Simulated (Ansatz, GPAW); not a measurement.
# Work function of B/W(110) at several levels

How far do functional and basis move the work function of B/W(110)?

Method: Ansatz plane waves; slab in vacuum with a dipole correction, relaxation; PAW set soft_1, in the first sound run; inputs show where later runs differ, in GPAW 26.7.0 and Ansatz 0.2.0.

## Step 1: Starting point

The cell holds 5 atoms: 4 W and 1 B. Cell: a = 2.737 Å, b = 2.737 Å, c = 22.748 Å, α = 90.0°, β = 90.0°, γ = 70.5°. Vacuum lies along c.

## Step 2: Relaxation

Forces are removed first; all later runs use this geometry. The lowest 2 atoms are held at bulk positions and keep their forces.

input.yaml reads:

```yaml
crystal:
  lattice:
    - [2.2344574285, -1.58, 0.0]
    - [2.2344574285, 1.58, 0.0]
    - [0.0, 0.0, 22.7477059179]
  atoms:
    - { symbol: W, position: [0.0, 0.0, 0.3077233381] }
    - { symbol: W, position: [0.5, 0.5, 0.4059511523] }
    - { symbol: W, position: [0.0, 0.0, 0.5041789664] }
    - { symbol: W, position: [0.5, 0.5, 0.6024067805] }
    - { symbol: B, position: [0.0, 0.5, 0.6922766619] }
kpoints:
  mp_grid: { grid: [12, 12, 1] }
hamiltonian:
  xc: pbe
  pseudopotentials: { kind: paw, azcp: { folder: soft_1 } }
scf:
  occupations: { method: fermi_dirac, width: 0.1 }
efield:
  axis: 3
  dipole_correction: true
  ramp_width: 0.05
relax:
  f_tol: 0.02
  max_steps: 60
  constraints: [{ sites: [0, 1] }]
output:
  write_potential: true
  write_density: true
  volumetric_format: npy
```

On the command line:

```
ansatz run input.yaml --threads 4 --pin off --max-ram 8192MiB --backend cpu --events-out ev --progress --plain --runs-dir out
```

Numbers of over 12 decimals in the logs are rounded to 6 here.

The program printed:

```text
Engine: ansatz 0.2.0, aarch64-unknown-linux-gnu
Pseudopotentials: kind: paw
Pseudopotential: W, paw, valence charge 14, recommended cutoff 420 eV (normal), soft_1/W.paw.azcp
Pseudopotential: B, paw, valence charge 3, recommended cutoff 420 eV (normal), soft_1/B.paw.azcp
Functional definition: PBE
  parameter kappa = 0.804
  parameter beta = 0.066725
  exchange = pbe_x(kappa = kappa, mu = beta*pi^2/3)
  correlation = pbe_c(beta = beta)
Crystal: 5 atoms, lattice volume = 160.619 Å³
Basis set: ecut = 420 eV, 3199 PW (Γ), exchange–correlation on 40×40×320 points (8 copies of the dense FFT grid, shifted against one another)
Bands: 36, of which v1, the nominal top of the filled ones, is band 30 counted from 1 (29 counted from 0)
Symmetry: 2 space group operations
Space group: P2 (ITA 3), of the structure as read, at distance tolerance 5.4e-5 Å
k-points: 74 of 144
Non-local potential: W, projectors of the file, l = 0: 3, l = 1: 2, l = 2: 2, l = 3: 1
Non-local potential: B, projectors of the file, l = 0: 2, l = 1: 2, l = 2: 1
PAW form: soft (Blöchl's): semilocal exchange-correlation on the pseudo side does not see the compensation charge
PAW one-centre angular grid: W, 590 points (default); XC on 64 Gauss nodes
PAW one-centre angular grid: B, 110 points (default); XC on 64 Gauss nodes
Initial density: superposition of atomic densities (neutral atoms: chi_scale 0, normalization atom)
Initial wavefunctions: pseudopotential atomic-orbital guess
Functional: x = pbe(κ = 0.804, μ = 0.219515), c = pbe(β = 0.066725)
SCF iter   1: F=—  HF=-41696.422489 eV  |F-HF|=—  |Δ(HF+E_count)|=         —  Δρ=4.37e-2  dr2=1.61e1  ethr=3.10e-3  p=-0.000 e·Å  D=-6.14e-8 V/Å  ΔV_dip=0.00 eV  dr2_dipole=4.18e-2  V_vac-E_F(+/−)=6.98/6.98 eV  ⟨swp⟩=8.4  Hψ=28271  notcnv=0  defer=17
efield: sawtooth ramp at fractional position 0.9750 (placed from the atoms, in the widest stretch of the axis that holds none; the zero of the levels goes with the place), width 0.0500; the density the first Hamiltonian is built on has a dipole p = -0.000 e·Å; the dipole correction subtracts the counter field D = -6.14e-8 V/Å, which shifts the + side's vacuum level by +0.00 eV against the − side's; the planar-averaged density in the ramp window peaks in size at 3.2e-7 e/Å³
automatic band count: the SCF goes on with 42 bands, as 36 were too few: the levels above may hold too much charge
preconditioner: auto → LDOS  [metal: Δε(μ)=0.039 eV  Ē_g=6.415 eV  σ=0.100 eV  W_gap=0.10  n_scr=16 (ndim 8)  ℏωp=15.2 eV  f_vac=0.457  D(μ)=3.38/eV (n_scr^D=14)  β→1.0]
SCF iter   2: F=—  HF=-41695.131545 eV  |F-HF|=—  |Δ(HF+E_count)|=    1.29e0  Δρ=2.13e-2  dr2=1.38e0  ethr=3.10e-3  p=-0.042 e·Å  D=-4.76e-2 V/Å  ΔV_dip=1.08 eV  dr2_dipole=4.33e-2  V_vac-E_F(+/−)=5.77/4.69 eV  ⟨swp⟩=3.2  Hψ=7572  notcnv=0  defer=79
SCF iter   3: F=—  HF=-41694.892444 eV  |F-HF|=—  |Δ(HF+E_count)|=   2.39e-1  Δρ=6.93e-3  dr2=2.51e-1  ethr=2.34e-3  p=-0.027 e·Å  D=-3.10e-2 V/Å  ΔV_dip=0.70 eV  dr2_dipole=1.53e-3  V_vac-E_F(+/−)=5.95/5.24 eV  ⟨swp⟩=3.2  Hψ=6694  notcnv=0  defer=83
SCF iter   4: F=—  HF=-41694.837586 eV  |F-HF|=—  |Δ(HF+E_count)|=   5.49e-2  Δρ=1.57e-3  dr2=1.07e-2  ethr=4.26e-4  p=-0.032 e·Å  D=-3.65e-2 V/Å  ΔV_dip=0.83 eV  dr2_dipole=2.73e-3  V_vac-E_F(+/−)=5.87/5.04 eV  ⟨swp⟩=3.0  Hψ=6223  notcnv=0  defer=86
SCF iter   5: F=—  HF=-41694.836920 eV  |F-HF|=—  |Δ(HF+E_count)|=   6.66e-4  Δρ=5.79e-4  dr2=2.19e-3  ethr=1.82e-5  p=-0.033 e·Å  D=-3.74e-2 V/Å  ΔV_dip=0.85 eV  dr2_dipole=6.11e-4  V_vac-E_F(+/−)=5.82/4.97 eV  ⟨swp⟩=2.5  Hψ=4692  notcnv=0  defer=86
SCF iter   6: F=—  HF=-41694.837025 eV  |F-HF|=—  |Δ(HF+E_count)|=   1.05e-4  Δρ=1.67e-4  dr2=1.89e-4  ethr=3.71e-6  p=-0.034 e·Å  D=-3.83e-2 V/Å  ΔV_dip=0.87 eV  dr2_dipole=8.56e-5  V_vac-E_F(+/−)=5.79/4.92 eV  ⟨swp⟩=2.2  Hψ=4086  notcnv=0  defer=86
SCF iter   7: F=—  HF=-41694.837019 eV  |F-HF|=—  |Δ(HF+E_count)|=   5.45e-6  Δρ=8.02e-5  dr2=5.04e-5  ethr=3.20e-7  p=-0.034 e·Å  D=-3.86e-2 V/Å  ΔV_dip=0.88 eV  dr2_dipole=3.18e-5  V_vac-E_F(+/−)=5.78/4.91 eV  ⟨swp⟩=2.1  Hψ=4210  notcnv=0  defer=86
SCF iter   8: F=—  HF=-41694.837026 eV  |F-HF|=—  |Δ(HF+E_count)|=   7.00e-6  Δρ=4.55e-5  dr2=1.31e-5  ethr=8.54e-8  p=-0.035 e·Å  D=-3.89e-2 V/Å  ΔV_dip=0.88 eV  dr2_dipole=7.30e-7  V_vac-E_F(+/−)=5.78/4.89 eV  ⟨swp⟩=2.2  Hψ=3845  notcnv=0  defer=86
SCF iter   9: F=-41694.837025 eV  HF=-41694.837025 eV  |F-HF|=2.33e-8  |Δ(HF+E_count)|=   1.46e-6  Δρ=9.67e-6  dr2=2.81e-7  ethr=1.69e-8  p=-0.035 e·Å  D=-3.90e-2 V/Å  ΔV_dip=0.89 eV  dr2_dipole=5.00e-11  V_vac-E_F(+/−)=5.77/4.89 eV  ⟨swp⟩=12.6  Hψ=24159  notcnv=0
SCF 1 converged in 9 iterations: F = -41694.837025 eV  dr2 = 2.81e-7
  greatest PAW one-centre occupation: 0.999 electrons in one spin orbital (limit 2), on the W atom at site 1 (counted from 0), in its partial waves of l = 0
relax step   1: F+E_penalty+E_count = -41694.83702467 eV  Δ(F+E_penalty+E_count) = +0.000e0 eV  max|allowed force component| = 1.759e0 eV/Å  Δτ_max = 0.0000 Å  (9 SCF iters, dr2 threshold 1.00e-5 eV, accepted)
Bands: 42, of which v1, the nominal top of the filled ones, is band 30 counted from 1 (29 counted from 0)
Initial density: handed on by an earlier stage of this run
Initial wavefunctions: those handed on with the density
SCF iter   1: F=—  HF=-41695.294992 eV  |F-HF|=—  |Δ(HF+E_count)|=         —  Δρ=1.47e-2  dr2=2.19e0  ethr=3.10e-3  p=-0.035 e·Å  D=-3.90e-2 V/Å  ΔV_dip=0.89 eV  dr2_dipole=5.47e-1  V_vac-E_F(+/−)=5.82/4.93 eV  ⟨swp⟩=5.6  Hψ=8985  notcnv=0  defer=56
efield: sawtooth ramp at fractional position 0.9750 (handed on by an earlier solve), width 0.0500; the density the first Hamiltonian is built on has a dipole p = -0.035 e·Å; the dipole correction subtracts the counter field D = -3.90e-2 V/Å, which shifts the + side's vacuum level by +0.89 eV against the − side's; the planar-averaged density in the ramp window peaks in size at 4.6e-6 e/Å³
preconditioner: auto → LDOS  [metal: Δε(μ)=0.016 eV  Ē_g=6.173 eV  σ=0.100 eV  W_gap=0.04  n_scr=16 (ndim 8)  ℏωp=15.2 eV  f_vac=0.468  D(μ)=3.89/eV (n_scr^D=14)  β→1.0]
SCF iter   2: F=—  HF=-41695.209090 eV  |F-HF|=—  |Δ(HF+E_count)|=   8.59e-2  Δρ=9.22e-3  dr2=5.45e-1  ethr=3.10e-3  p=-0.021 e·Å  D=-2.32e-2 V/Å  ΔV_dip=0.53 eV  dr2_dipole=8.91e-2  V_vac-E_F(+/−)=5.40/4.87 eV  ⟨swp⟩=2.1  Hψ=5281  notcnv=0  defer=87
SCF iter   3: F=—  HF=-41695.151869 eV  |F-HF|=—  |Δ(HF+E_count)|=   5.72e-2  Δρ=2.43e-3  dr2=4.85e-2  ethr=9.24e-4  p=-0.020 e·Å  D=-2.23e-2 V/Å  ΔV_dip=0.51 eV  dr2_dipole=1.02e-2  V_vac-E_F(+/−)=5.42/4.91 eV  ⟨swp⟩=2.4  Hψ=5424  notcnv=0  defer=77
[...]
SCF iter   6: F=—  HF=-41695.144348 eV  |F-HF|=—  |Δ(HF+E_count)|=   8.36e-6  Δρ=6.99e-5  dr2=1.92e-5  ethr=3.06e-7  p=-0.006 e·Å  D=-6.92e-3 V/Å  ΔV_dip=0.16 eV  dr2_dipole=3.79e-6  V_vac-E_F(+/−)=5.07/4.91 eV  ⟨swp⟩=2.0  Hψ=4005  notcnv=0  defer=74
SCF iter   7: F=—  HF=-41695.144350 eV  |F-HF|=—  |Δ(HF+E_count)|=   1.28e-6  Δρ=3.67e-5  dr2=1.03e-5  ethr=1.45e-8  p=-0.006 e·Å  D=-7.19e-3 V/Å  ΔV_dip=0.16 eV  dr2_dipole=2.92e-6  V_vac-E_F(+/−)=5.07/4.91 eV  ⟨swp⟩=13.0  Hψ=25041  notcnv=0
SCF iter   8: F=-41695.144348 eV  HF=-41695.144349 eV  |F-HF|=2.86e-7  |Δ(HF+E_count)|=   7.88e-7  Δρ=1.22e-5  dr2=5.43e-7  ethr=1.45e-8  p=-0.006 e·Å  D=-7.27e-3 V/Å  ΔV_dip=0.17 eV  dr2_dipole=4.50e-8  V_vac-E_F(+/−)=5.08/4.91 eV  ⟨swp⟩=12.0  Hψ=22901  notcnv=0
SCF 3 converged in 8 iterations: F = -41695.144348 eV  dr2 = 5.43e-7
relax step   3: F+E_penalty+E_count = -41695.14434845 eV  Δ(F+E_penalty+E_count) = -1.003e-6 eV  max|allowed force component| = 3.029e-1 eV/Å  Δτ_max = 0.1980 Å  (8 SCF iters, dr2 threshold 8.53e-6 eV, rejected (line search))
[...]
relax step   4: F+E_penalty+E_count = -41695.14442060 eV  Δ(F+E_penalty+E_count) = -7.316e-5 eV  max|allowed force component| = 3.730e-1 eV/Å  Δτ_max = 0.0000 Å  (9 SCF iters, accepted)
[...]
relax step   5: F+E_penalty+E_count = -41695.14571519 eV  Δ(F+E_penalty+E_count) = -1.295e-3 eV  max|allowed force component| = 2.973e-1 eV/Å  Δτ_max = 0.1943 Å  (8 SCF iters, dr2 threshold 8.70e-6 eV, accepted)
[...]
relax step   6: F+E_penalty+E_count = -41695.16417535 eV  Δ(F+E_penalty+E_count) = -1.846e-2 eV  max|allowed force component| = 2.355e-2 eV/Å  Δτ_max = 0.0911 Å  (5 SCF iters, dr2 threshold 5.62e-5 eV, accepted)
[...]
relax step   7: F+E_penalty+E_count = -41695.16423055 eV  Δ(F+E_penalty+E_count) = -5.520e-5 eV  max|allowed force component| = 2.226e-2 eV/Å  Δτ_max = 0.0000 Å  (5 SCF iters, accepted)
SCF iter   1: F=—  HF=-41695.164860 eV  |F-HF|=—  |Δ(HF+E_count)|=         —  Δρ=1.03e-3  dr2=8.86e-3  ethr=1.77e-4  p=-0.009 e·Å  D=-9.94e-3 V/Å  ΔV_dip=0.23 eV  dr2_dipole=2.35e-3  V_vac-E_F(+/−)=5.13/4.91 eV  ⟨swp⟩=2.2  Hψ=5671  notcnv=0  defer=81
efield: sawtooth ramp at fractional position 0.9750 (handed on by an earlier solve), width 0.0500; the density the first Hamiltonian is built on has a dipole p = -0.009 e·Å; the dipole correction subtracts the counter field D = -9.94e-3 V/Å, which shifts the + side's vacuum level by +0.23 eV against the − side's; the planar-averaged density in the ramp window peaks in size at 4.6e-6 e/Å³
preconditioner: auto → LDOS  [metal: Δε(μ)=0.027 eV  Ē_g=6.207 eV  σ=0.100 eV  W_gap=0.07  n_scr=16 (ndim 8)  ℏωp=15.2 eV  f_vac=0.474  D(μ)=3.77/eV (n_scr^D=14)  β→1.0]
SCF iter   2: F=—  HF=-41695.164416 eV  |F-HF|=—  |Δ(HF+E_count)|=   4.43e-4  Δρ=3.40e-4  dr2=6.47e-4  ethr=1.50e-5  p=-0.009 e·Å  D=-1.06e-2 V/Å  ΔV_dip=0.24 eV  dr2_dipole=1.39e-4  V_vac-E_F(+/−)=5.15/4.91 eV  ⟨swp⟩=1.8  Hψ=4183  notcnv=0  defer=81
SCF iter   3: F=—  HF=-41695.164400 eV  |F-HF|=—  |Δ(HF+E_count)|=   1.63e-5  Δρ=2.63e-4  dr2=2.87e-4  ethr=1.10e-6  p=-0.009 e·Å  D=-1.06e-2 V/Å  ΔV_dip=0.24 eV  dr2_dipole=1.02e-5  V_vac-E_F(+/−)=5.15/4.91 eV  ⟨swp⟩=2.8  Hψ=5371  notcnv=0  defer=81
SCF iter   4: F=—  HF=-41695.164336 eV  |F-HF|=—  |Δ(HF+E_count)|=   6.36e-5  Δρ=5.47e-5  dr2=2.55e-5  ethr=4.86e-7  p=-0.010 e·Å  D=-1.07e-2 V/Å  ΔV_dip=0.24 eV  dr2_dipole=6.43e-6  V_vac-E_F(+/−)=5.15/4.91 eV  ⟨swp⟩=2.7  Hψ=5067  notcnv=0  defer=81
SCF iter   5: F=—  HF=-41695.164333 eV  |F-HF|=—  |Δ(HF+E_count)|=   3.20e-6  Δρ=1.74e-5  dr2=2.95e-6  ethr=4.32e-8  p=-0.010 e·Å  D=-1.08e-2 V/Å  ΔV_dip=0.24 eV  dr2_dipole=1.51e-6  V_vac-E_F(+/−)=5.15/4.91 eV  ⟨swp⟩=2.0  Hψ=3887  notcnv=0  defer=81
SCF iter   6: F=—  HF=-41695.164334 eV  |F-HF|=—  |Δ(HF+E_count)|=   3.31e-7  Δρ=5.16e-6  dr2=1.38e-7  ethr=4.99e-9  p=-0.010 e·Å  D=-1.08e-2 V/Å  ΔV_dip=0.25 eV  dr2_dipole=9.11e-8  V_vac-E_F(+/−)=5.15/4.91 eV  ⟨swp⟩=1.9  Hψ=3798  notcnv=0  defer=81
SCF iter   7: F=-41695.164334 eV  HF=-41695.164334 eV  |F-HF|=1.36e-8  |Δ(HF+E_count)|=   4.41e-8  Δρ=1.67e-6  dr2=1.60e-8  ethr=1.69e-10  p=-0.010 e·Å  D=-1.08e-2 V/Å  ΔV_dip=0.25 eV  dr2_dipole=8.36e-9  V_vac-E_F(+/−)=5.15/4.91 eV  ⟨swp⟩=10.8  Hψ=20726  notcnv=0
SCF 8 converged in 7 iterations: F = -41695.164334 eV  dr2 = 1.60e-8
relax step   8: F+E_penalty+E_count = -41695.16433365 eV  Δ(F+E_penalty+E_count) = -1.031e-4 eV  max|allowed force component| = 1.357e-2 eV/Å  Δτ_max = 0.0173 Å  (7 SCF iters, accepted)
NSCF: frozen V_eff on 74 k-points
the band table was solved once a step of the walk had ended and its energy, with any forces and stress, was formed, with the checks that follow a solve (17741 applications of the Hamiltonian). They found nothing against the state; the energy, forces and stress were not computed again (output.eigenvalues in the input reference)
WARN: The output density's exchange-correlation potential varies sharply where the density is thin. Do not read a vacuum level from v_tot or v_xc, or from such a field of the output density. On a cell that repeats whose density bears no net charge and no dipole along the vacuum's axis use v_es (v_loc + v_h of the components); under efield.dipole_correction with no amplitude use v_es + v_field, which holds any externa [...]
SCF converged after 7 iterations
Free energy (F): -41695.164334 eV
Harris-Foulkes:  -41695.164334 eV  (|F-HF|=1.36e-8)
Internal energy: -41695.041557 eV  (E = F + TS)
E sigma→0 (E₀):  -41695.102945 eV
Entropy (-TS):   -0.122777 eV (-24.555 meV/atom)
Fermi energy:    6.573984 eV
Dipole field:    D = -0.010928 V/Å  (p = -0.009700 e·Å, saw-weighted, corrected)
Work function:   Φ+ = 5.1540 eV   Φ− = 4.9054 eV
Levels:          The Fermi level and band energies are counted from a zero that moves with the ramp; work functions are not
--- Per-component energies (eV) ---
  E_band       = -1211.991287
  E_kinetic    = 1722.757903
  E_local      = -60045.033777  (includes V_loc(G=0)·N_el)
  E_nonlocal   = -90.290831
  E_hartree    = 29404.611878
  E_xc         = -1097.619680
  E_vxc        = -955.982329  (∫ρ·V_xc dr)
  E_paw        = -34389.234465  (= ΣΔE_a)
  E_vpaw       = -652.210327  (= ΣTr[D̂ρ^β])
  E_aug_tail   = 0.000592  (compensation charges beyond the density's cutoff)
  E_efield     = 0.000053  (sawtooth field / dipole correction)
  E_vefield    = -0.477974  (∫n·V_field dr)
  E_ewald      = 22799.766771
  E_smearing   = -0.122777  (= −TS)
  E_closure    = 0.000000  (closes the sum)
  Σ components = -41695.164334   (vs F -41695.164334, Δ=0.00e0)
--- Forces (eV/Å), atoms counted from 1 ---
  atom   1  W      0.00000000     0.00000000     0.36140943
  atom   2  W      0.00000000     0.00000000    -0.34155918
  atom   3  W      0.00000000     0.00000000     0.00505877
  atom   4  W      0.00000000     0.00000000    -0.01127462
  atom   5  B      0.00000000     0.00000000    -0.01357020
  max |Σ_I F_I| component: 6.42e-5 eV/Å
--- Band table (eV; the first three rows and the last of 74) ---
  k-point 0: bands = [... 26 lower, 5.1907, 5.3910, 5.9316, 6.2615, 6.9540, 7.0986, 7.9911, 8.2084, ... 8 higher]
  k-point 1: bands = [... 26 lower, 5.0714, 5.4304, 5.9014, 6.2914, 6.6095, 7.2278, 7.7895, 8.0876, ... 8 higher]
  k-point 2: bands = [... 26 lower, 4.8436, 5.4032, 5.5923, 6.3462, 6.6360, 7.3282, 7.7470, 8.0069, ... 8 higher]
  k-point 73: bands = [... 26 lower, 5.4549, 6.8431, 7.2975, 7.5667, 7.7178, 8.2859, 8.3768, 9.9227, ... 8 higher]
--- Relaxed structure (8 steps of the walk, 7 accepted, 0 SCFs on fresh bases) ---
  F+E_penalty+E_count = -41695.16433365 eV   max|allowed force component| = 1.357e-2 eV/Å
  atoms:
    - { symbol: W, position: [0.0, 0.0, 0.307723] }
    - { symbol: W, position: [0.500000, 0.500000, 0.405951] }
    - { symbol: W, position: [0.0, 0.0, 0.505586] }
    - { symbol: W, position: [0.500000, 0.500000, 0.604812] }
    - { symbol: B, position: [0.0, 0.500000, 0.679933] }
```

The job ended after 87 s (4 threads of Arm Neoverse V2, shared host; peak memory 0.7 GiB; 5.7 min of CPU time).

Step by step:

| step | energy less that of the first step (eV) | largest force component (eV/Å) |
| --- | --- | --- |
| 1 | 0.0000 | 1.7588 |
| 2 | -0.3073 | 0.3694 |
| 3 | -0.3073 | 0.3029 |
| 4 | -0.3074 | 0.3730 |
| 5 | -0.3087 | 0.2973 |
| 6 | -0.3271 | 0.0235 |
| 7 | -0.3272 | 0.0223 |
| 8 | -0.3273 | 0.0136 |

Relaxation step 3 was tried and not accepted.

The run keeps the 2 symmetry operations that it works with, so distortions that break them were not tested.

The atoms that moved most (Å):

| atom | dx | dy | dz | length |
| --- | --- | --- | --- | --- |
| B5 | 0.000 | 0.000 | -0.281 | 0.281 |
| W4 | 0.000 | 0.000 | 0.055 | 0.055 |
| W3 | 0.000 | 0.000 | 0.032 | 0.032 |

The relaxed structure:

```xyz
5
Lattice="2.2345 -1.5800 0.0000 2.2345 1.5800 0.0000 0.0000 0.0000 22.7477" Properties=species:S:1:pos:R:3
W     0.0000    0.0000    7.0000
W     2.2345    0.0000    9.2345
W     0.0000    0.0000   11.5009
W     2.2345    0.0000   13.7581
B     1.1172    0.7900   15.4669
```

Numbers from this step:

```yaml
free_energy: -41695.1643 eV
smearing_term_ts: 0.1228 eV
symmetry_operations: 2
upper_work_function: 5.154 eV
lower_work_function: 4.905 eV
dipole_along_the_normal: -0.009700 e·Å
dipole_field: -0.01093 V/Å
vacuum_level_above: 11.73 eV
vacuum_level_below: 11.48 eV
```

Table of electrostatic potential energy of an electron (with the applied field's), less the Fermi level, planar mean by z:

| z (Å) | electrostatic potential energy of an electron (with the applied field's), less the Fermi level, planar mean (eV) |
| --- | --- |
| 0.0 | 5.03 |
| 0.5 | 4.92 |
| 1.0 | 4.91 |
| 1.5 | 4.91 |
| 2.0 | 4.91 |
| 2.5 | 4.91 |
| 3.0 | 4.90 |
| 3.5 | 4.89 |
| 4.0 | 4.86 |
| 4.5 | 4.73 |
| 5.0 | 4.31 |
| 5.5 | 2.90 |
| 6.0 | -1.68 |
| 6.5 | -13.0 |
| 7.0 | -18.3 |
| 7.5 | -13.2 |
| 8.0 | -3.36 |
| 8.5 | -8.02 |
| 9.0 | -17.6 |
| 9.5 | -17.3 |
| 10.0 | -7.29 |
| 10.5 | -3.24 |
| 11.0 | -13.3 |
| 11.5 | -18.6 |
| 12.0 | -13.3 |
| 12.5 | -3.19 |
| 13.0 | -7.34 |
| 13.5 | -17.4 |
| 14.0 | -17.5 |
| 14.5 | -7.98 |
| 15.0 | -4.44 |
| 15.5 | -7.20 |
| 16.0 | -1.48 |
| 16.5 | 3.41 |
| 17.0 | 4.70 |
| 17.5 | 5.04 |
| 18.0 | 5.12 |
| 18.5 | 5.14 |
| 19.0 | 5.15 |
| 19.5 | 5.15 |
| 20.0 | 5.15 |
| 20.5 | 5.15 |
| 21.0 | 5.15 |
| 21.5 | 5.15 |
| 22.0 | 5.15 |
| 22.5 | 5.08 |

The valence density, planar mean oscillates, so the rows of the table below give means over windows of 2.27 Å about each position, cut where the curve ends. Its maxima inside the range that stand out by 2 % of the span (Å: e/Å³): 7.0: 1.54, 9.2: 1.53, 11.5: 1.53, 13.8: 1.53. Its minima: 8.1: 0.353, 10.4: 0.336, 12.7: 0.342.

Table of valence density, planar mean by z; means over each step:

z (Å), valence density, planar mean (e/Å³) and a bar:
```
     1.14       0.00 
     3.41       0.00 
     5.68       0.31 ##########
     7.95       0.90 ##############################
    10.22       0.88 #############################
    12.49       0.88 ##############################
    14.76       0.67 ######################
    17.03       0.05 ##
    19.30       0.00
```

The relaxation lowered the energy of the cell by 0.327 eV.

[end of part 1 of 3]

[Logs are printed without paths, hosts, clocks, repeated set-up lines and the standing remarks that a program may print on its own settings, such as how far it seeks lower states.]

[Hosts, paths, dates, database ids (printed as entryN), source tags and the programs' standing remarks are cut or masked in the printed files.]
